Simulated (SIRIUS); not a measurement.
# Ga (Cmcm) in SIRIUS: reference runs

Aim: a first look at Ga with PBEsol, on the cell as given and on a disturbed one.

Program: SIRIUS 7.10.0. These are calculated values, not measurements. Logs are shortened: lines on timing, memory, paths and dates and some standing lists are left out, and cuts for length are marked. The log counts tension as positive stress, the text compression.

### Step 1. The structure

The structure is orthorhombic, space group Cmcm (No. 63). Conventional cell: a = 2.900 Å, b = 8.130 Å, c = 3.170 Å, α = 90.00°, β = 90.00°, γ = 90.00°. Ga (site symmetry m2m) is surrounded by 8 Ga at 2.68 to 2.90 Å.

This isn't the form of Ga at room conditions, which is orthorhombic.

### Step 2. Single point, PBEsol

File sirius.json:

```json
{
  "control": {
    "processing_unit": "cpu",
    "verbosity": 2,
    "num_bands_to_print": 21,
    "print_forces": true,
    "print_stress": true
  },
  "parameters": {
    "electronic_structure_method": "pseudopotential",
    "xc_functionals": ["XC_GGA_X_PBE_SOL", "XC_GGA_C_PBE_SOL"],
    "gk_cutoff": 9.0,
    "pw_cutoff": 18.0,
    "ngridk": [10, 10, 8],
    "shiftk": [0, 0, 0],
    "smearing": "fermi_dirac",
    "smearing_width": 0.0018374661,
    "num_bands": 21,
    "num_mag_dims": 0,
    "num_dft_iter": 100,
    "energy_tol": 1e-08,
    "density_tol": 1e-06
  },
  "iterative_solver": {
    "type": "davidson",
    "min_tolerance": 1e-09,
    "tolerance_scale": [0.1, 0.25]
  },
  "mixer": {
    "type": "anderson",
    "beta": 0.7,
    "max_history": 8
  },
  "settings": {
    "tol_ne": 1e-10,
    "pseudo_grid_cutoff": 6.5
  },
  "unit_cell": {
    "lattice_vectors": [
      [2.740102880707, -7.681736696604, 0.0],
      [2.740102880707, 7.681736696604, 0.0],
      [0.0, 0.0, 5.990431815064]
    ],
    "atom_coordinate_units": "lattice",
    "atom_types": ["Ga"],
    "atom_files": {
      "Ga": "Ga.json"
    },
    "atoms": {
      "Ga": [
        [0.133, 0.867, 0.75],
        [0.867, 0.133, 0.25]
      ]
    }
  }
}
```

Potentials or basis: PseudoDojo 0.4.1 PBEsol standard (scalar relativistic).

Run with:

```
$ upf_to_json Ga.upf
$ OMP_NUM_THREADS=1 sirius.scf --input=sirius.json --output=out.json --task=0
```

Log:

```text
[info] SIRIUS version : 7.10.0
[info] number of MPI ranks           : 1
[info] MPI grid                      : 1 1
[info] maximum number of OMP threads : 1
[fft] FFT context for density and potential
[fft] =====================================
[fft]   comm size                             : 1
[fft]   plane wave cutoff                     : 18
[fft]   grid size                             : 50 50 40   total : 100000
[fft]   grid limits                           : -24 25   -24 25   -19 20
[fft]   number of G-vectors within the cutoff : 12425
[fft]   local number of G-vectors             : 12425
[fft]   number of G-shells                    : 3454
[fft] FFT context for coarse grid
[fft] =====================================
[fft]   comm size                             : 1
[fft]   plane wave cutoff                     : 18
[fft]   grid size                             : 50 50 40   total : 100000
[fft]   grid limits                           : -24 25   -24 25   -19 20
[fft]   number of G-vectors within the cutoff : 12425
[fft]   local number of G-vectors             : 12425
[fft]   number of G-shells                    : 3454
[unit cell] lattice vectors
[unit cell]   a1 :       2.7401028807     -7.6817366966      0.0000000000
[unit cell]   a2 :       2.7401028807      7.6817366966      0.0000000000
[unit cell]   a3 :       0.0000000000      0.0000000000      5.9904318151
[unit cell] reciprocal lattice vectors
[unit cell]   b1 :       1.1465236126     -0.4089690623      0.0000000000
[unit cell]   b2 :       1.1465236126      0.4089690623     -0.0000000000
[unit cell]   b3 :      -0.0000000000      0.0000000000      1.0488701818
[unit cell] unit cell volume :       252.18218957 [a.u.^3]
[unit cell] 1/sqrt(omega)    :         0.06297132
[unit cell] MT volume        :         0.00000000 ( 0.00%)
[unit cell] IT volume        :       252.18218957 (100.00%)
[unit cell] number of atom types : 1
[unit cell] type id : 0 symbol : Ga mt_radius :  19.010000 num_atoms : 2
[unit cell] total number of atoms : 2
[unit cell] number of symmetry classes : 1
[unit cell] number of PAW atoms : 0
[unit cell] atom id  type id  class id             position                      vector_field
[unit cell] ------------------------------------------------------------------------------------------
[unit cell]      0        0        0      0.13300   0.86700   0.75000      0.00000   0.00000   0.00000
[unit cell]      1        0        0      0.86700   0.13300   0.25000      0.00000   0.00000   0.00000
[unit cell] atom id         position (Cartesian, a.u.)
[unit cell] ---------------------------------------------
[unit cell]      0       2.740103    5.638395    4.492824
[unit cell]      1       2.740103   -5.638395    1.497608
[unit cell] class id : 0 atom id : 0 1
[unit cell] minimum bond length:     5.066784
[unit cell] total number of pseudo wave-functions: 18
[sym] space group number   : 63
[sym] international symbol : Cmcm
[sym] Hall symbol          : -C 2c 2
[sym] space group transformation matrix :
[sym]   0.5000  0.5000  0.0000
[sym]  -0.5000  0.5000  0.0000
[sym]   0.0000  0.0000  1.0000
[sym] space group origin shift :
[sym]   0.0000  0.0000  0.0000
[sym] number of space group operations  : 8
[sym] number of magnetic group operations : 8
[sym] metric tensor error: 0.0000e+00
[sym] rotation matrix error: 4.4409e-16
[sym] symmetry operations
[... list of symmetry operations ...]
[atom type] label          : Ga
[atom type] --------------------------------------------------------------------------------
[atom type] symbol         : Ga
[atom type] name           :
[atom type] zn             : 13
[atom type] mass           : 0
[atom type] mt_radius      : 19.01
[atom type] num_mt_points  : 1902
[atom type] grid_origin    : 0
[atom type] grid_name      : external
[atom type] number of core electrons    : 0
[atom type] number of valence electrons : 13
[atom type] total number of radial functions : 6
[atom type] lmax of radial functions         : 2
[atom type] max. number of radial functions  : 2
[... 209 lines left out ...]
[find] Free energy (E-TS)             :    -152.70175922 (Ha),    -305.40351845 (Ry)
[find] band gap (eV)                  :       0.00000000
[find] Efermi                         :       0.39735083
[find] iteration : 8, RMS : 3.916156968617e-07, energy difference : -1.612619371372e-09
[find] Hartree energy of density residual : 5.069897179134e-12
[find] | SCF iteration   9 out of 100|
[diagonalize] iterative solver tolerance (occupied, empty): 5.29028e-09 5.29028e-09
[diagonalize] average number of iterations: 3.45161
[find] Total energy                   :    -152.70164643 (Ha),    -305.40329286 (Ry)
[find] Free energy (E-TS)             :    -152.70175922 (Ha),    -305.40351845 (Ry)
[find] band gap (eV)                  :       0.00000000
[find] Efermi                         :       0.39735086
[find] iteration : 9, RMS : 1.495317681064e-07, energy difference : -1.937365823323e-09
[find] Hartree energy of density residual : 3.124464180941e-12
[find] bands are converged : true
[find] iterative solver converged : false
[find] +------------------------------+
[find] | SCF iteration  10 out of 100|
[find] +------------------------------+
[diagonalize] iterative solver tolerance (occupied, empty): 1.32257e-09 1.32257e-09
[diagonalize] average number of iterations: 3.30968
[diagonalize] Lowest band energies
[diagonalize] ik:    0   -0.157450   -0.156770   -0.154107   -0.153840   -0.146852   -0.145762   -0.145126   -0.144380   -0.144120   -0.138532   -0.014124    0.315661    0.340942    0.505423    0.640423    0.686614    0.720564    0.783312    0.812731    0.828628    0.870396
[diagonalize] ik:    1   -0.157094   -0.156534   -0.153964   -0.152416   -0.147262   -0.146221   -0.145485   -0.144492   -0.144425   -0.138661   -0.006623    0.299632    0.370242    0.513272    0.599754    0.646346    0.651219    0.809447    0.838378    0.894106    0.927999
[diagonalize] ik:    2   -0.156174   -0.155925   -0.152873   -0.150363   -0.147710   -0.147468   -0.146046   -0.145101   -0.144857   -0.139047    0.015977    0.287527    0.419594    0.483200    0.536291    0.564349    0.667173    0.803130    0.851803    0.983008    0.987961
[diagonalize] ik:    3   -0.155201   -0.155101   -0.151909   -0.151166   -0.149096   -0.146237   -0.145668   -0.145610   -0.144721   -0.139646    0.053661    0.283964    0.379527    0.451454    0.522952    0.572652    0.700602    0.793369    0.853239    0.914713    0.957755
[diagonalize] ik:    4   -0.154716   -0.154633   -0.152079   -0.151411   -0.150509   -0.146473   -0.145853   -0.145393   -0.142036   -0.140271    0.105297    0.253918    0.328513    0.410481    0.581432    0.617229    0.746472    0.767126    0.795728    0.881330    0.897630
[diagonalize] ...
[diagonalize] ik:  150   -0.155868   -0.155868   -0.150828   -0.150828   -0.148921   -0.148921   -0.144012   -0.144012   -0.143212   -0.143212    0.157171    0.157171    0.306666    0.306666    0.702553    0.702553    0.759192    0.759192    0.877665    0.877665    1.032919
[diagonalize] ik:  151   -0.155356   -0.155356   -0.149805   -0.149805   -0.147679   -0.147679   -0.146504   -0.146504   -0.142857   -0.142857    0.218242    0.218242    0.269721    0.269721    0.568103    0.568103    0.820653    0.820653    0.922709    0.922709    0.960210
[diagonalize] ik:  152   -0.155324   -0.155324   -0.151197   -0.151197   -0.147832   -0.147832   -0.145161   -0.145161   -0.143249   -0.143249    0.195060    0.195060    0.256340    0.256340    0.673052    0.673052    0.816968    0.816968    0.937055    0.937055    0.980773
[diagonalize] ik:  153   -0.155532   -0.155532   -0.151740   -0.151740   -0.147921   -0.147921   -0.144207   -0.144207   -0.143540   -0.143540    0.178669    0.178669    0.264903    0.264903    0.753211    0.753211    0.777953    0.777953    0.871171    0.871171    1.019199
[diagonalize] ik:  154   -0.155356   -0.155356   -0.152119   -0.152119   -0.147348   -0.147348   -0.144778   -0.144778   -0.143377   -0.143377    0.193706    0.193706    0.243104    0.243104    0.751081    0.751081    0.818405    0.818405    0.872656    0.872656    0.975309
[find] Charges and magnetic moments
[find] --------------------------------------------------------------------------------
[find] total charge          : 26.000000
[find] Energy
[find] --------------------------------------------------------------------------------
[find] valence_eval_sum               :      -1.58780005
[find] <rho|V^{XC}>                   :     -26.81629010
[find] <rho|E^{XC}>                   :     -41.39692022
[find] <mag|B^{XC}>                   :       0.00000000
[find] <rho|V^{H}>                    :      80.28502492
[find] one-electron contribution      :     -55.05653487 (Ha),    -110.11306975 (Ry)
[find] hartree contribution           :      40.14251246
[find] xc contribution                :     -41.39692022
[find] ewald contribution             :     -96.39070453
[find] PAW contribution               :       0.00000000
[find] smearing (-TS)                 :      -0.00011280
[find] SCF correction                 :       0.00000073
[find] Total energy                   :    -152.70164643 (Ha),    -305.40329286 (Ry)
[find] Free energy (E-TS)             :    -152.70175922 (Ha),    -305.40351845 (Ry)
[find] band gap (eV)                  :       0.00000000
[find] Efermi                         :       0.39735089
[find] iteration : 10, RMS : 6.465926229760e-08, energy difference : -9.293898983742e-12
[find] Hartree energy of density residual : 4.684761913414e-13
[find] bands are converged : true
[find] iterative solver converged : true
[find] converged after 11 SCF iterations!
[find] Charges and magnetic moments
[find] --------------------------------------------------------------------------------
[find] total charge          : 26.000000
[find] Energy
[find] --------------------------------------------------------------------------------
[find] valence_eval_sum               :      -1.58780005
[find] <rho|V^{XC}>                   :     -26.81629010
[find] <rho|E^{XC}>                   :     -41.39692022
[find] <mag|B^{XC}>                   :       0.00000000
[find] <rho|V^{H}>                    :      80.28502492
[find] one-electron contribution      :     -55.05653487 (Ha),    -110.11306975 (Ry)
[find] hartree contribution           :      40.14251246
[find] xc contribution                :     -41.39692022
[find] ewald contribution             :     -96.39070453
[find] PAW contribution               :       0.00000000
[find] smearing (-TS)                 :      -0.00011280
[find] SCF correction                 :       0.00000073
[find] Total energy                   :    -152.70164643 (Ha),    -305.40329286 (Ry)
[find] Free energy (E-TS)             :    -152.70175922 (Ha),    -305.40351845 (Ry)
[find] band gap (eV)                  :       0.00000000
[find] Efermi                         :       0.39735089
[ground_state] === stress tensor components [kbar] ===
[ground_state] === stress_kin ===
[ground_state] -97393.905229    0.000000    0.000000
[ground_state]     0.000000-97340.219544    0.000000
[ground_state]     0.000000    0.000000-97410.754714
[ground_state] === stress_har ===
[ground_state] -14029.112399    0.000000    0.000000
[ground_state]     0.000000-16953.164006    0.000000
[ground_state]     0.000000    0.000000-15850.267113
[ground_state] === stress_ewald ===
[ground_state] 39971.583096   -0.000000    0.000000
[ground_state]    -0.00000035213.275055    0.000000
[ground_state]     0.000000    0.00000037270.032885
[ground_state] === stress_vloc ===
[ground_state] -9917.487810    0.000000    0.000000
[ground_state]     0.000000-2250.174931    0.000000
[ground_state]     0.000000    0.000000-5417.164469
[ground_state] === stress_xc ===
[ground_state] -16701.138245    0.000000    0.000000
[ground_state]     0.000000-16703.771893    0.000000
[ground_state]     0.000000    0.000000-16701.210113
[ground_state] === stress_core ===
[ground_state] 27707.872995   -0.000000    0.000000
[ground_state]    -0.00000027705.826516    0.000000
[ground_state]     0.000000    0.00000027709.057405
[ground_state] === stress_nonloc ===
[ground_state] 70398.844588   -0.000000    0.000000
[ground_state]    -0.00000070345.037645    0.000000
[ground_state]     0.000000    0.00000070407.704464
[ground_state] === stress_us_nl ===
[ground_state] 70398.844588   -0.000000    0.000000
[ground_state]    -0.00000070345.037645    0.000000
[ground_state]     0.000000    0.00000070407.704464
[ground_state] === stress_total ===
[ground_state]    36.656997   -0.000000    0.000000
[ground_state]    -0.000000   16.808842    0.000000
[ground_state]     0.000000    0.000000    7.398346
[ground_state] ==== total Forces in Ha/bohr =====
[ground_state] atom:    0, force:       0.0000000     -0.0040871      0.0000000
[ground_state] atom:    1, force:      -0.0000000      0.0040871      0.0000000
[ground_state] ==== ultrasoft contribution from Qij =====
[ground_state] atom:    0, force:       0.0000000      0.0000000      0.0000000
[ground_state] atom:    1, force:       0.0000000      0.0000000      0.0000000
[ground_state] ==== non-local contribution from Beta-projector =====
[ground_state] atom:    0, force:       0.0000000     -0.0391962      0.0000000
[ground_state] atom:    1, force:      -0.0000000      0.0391962      0.0000000
[ground_state] ==== contribution from local potential =====
[ground_state] atom:    0, force:       0.0000000     -0.4923694      0.0000000
[ground_state] atom:    1, force:       0.0000000      0.4923694      0.0000000
[ground_state] ==== contribution from core density =====
[ground_state] atom:    0, force:       0.0000000     -0.0004540      0.0000000
[ground_state] atom:    1, force:       0.0000000      0.0004540      0.0000000
[ground_state] ==== Ewald forces from ions =====
[ground_state] atom:    0, force:       0.0000000      0.5279361      0.0000000
[ground_state] atom:    1, force:       0.0000000     -0.5279361      0.0000000
[~DFT_ground_state] local op. applied: 82962
[~DFT_ground_state] evp. work count: 15920.6
[~DFT_ground_state] number of iterative solver steps: 5712
```

Wall time 7.8 min (1 thread of Arm Neoverse N1, shared host); peak memory 0.94 GiB.

Results:

```yaml
Free_energy: -4155.2266 eV
Pressure: -2.0 GPa
Largest_force: 0.210 eV/Å
Band_gap_on_the_k_mesh: none (metal or under the smearing width)
```

Forces in eV/Å, atoms in the order of the input:
```
Ga   0.000 -0.210  0.000
Ga   0.000  0.210  0.000
```

### Step 3. Single point, PBEsol (atoms moved at random, drawn with an rms of 0.05 Å)

sirius.json, as its differences from that of step 2:

```diff
@@ -50,4 +50,4 @@
       "Ga": [
-        [0.133, 0.867, 0.75],
-        [0.867, 0.133, 0.25]
+        [0.142651, 0.88362, 0.752161],
+        [0.86304, 0.146187, 0.261977]
       ]
```

Potentials or basis: PseudoDojo 0.4.1 PBEsol standard (scalar relativistic).

Run with:

```
$ upf_to_json Ga.upf
$ OMP_NUM_THREADS=1 sirius.scf --input=sirius.json --output=out.json --task=0
```

It took 8.5 min on 1 thread of Arm Neoverse V2, shared host; peak memory 2.1 GiB.

It converged, with:

| Quantity | Value |
| --- | --- |
| Free energy | -4155.2305 eV |
| Pressure | -2.0 GPa |
| Largest force | 0.057 eV/Å |
| Band gap on the k mesh | none (metal or under the smearing width) |

Forces on the atoms (eV/Å):
```
Ga  -0.009 -0.024  0.051
Ga   0.009  0.024 -0.051
```

Stress tensor (GPa, compression positive):
```
-3.14 -0.05 -0.01
-0.05 -1.96  0.00
-0.01  0.00 -0.95
```
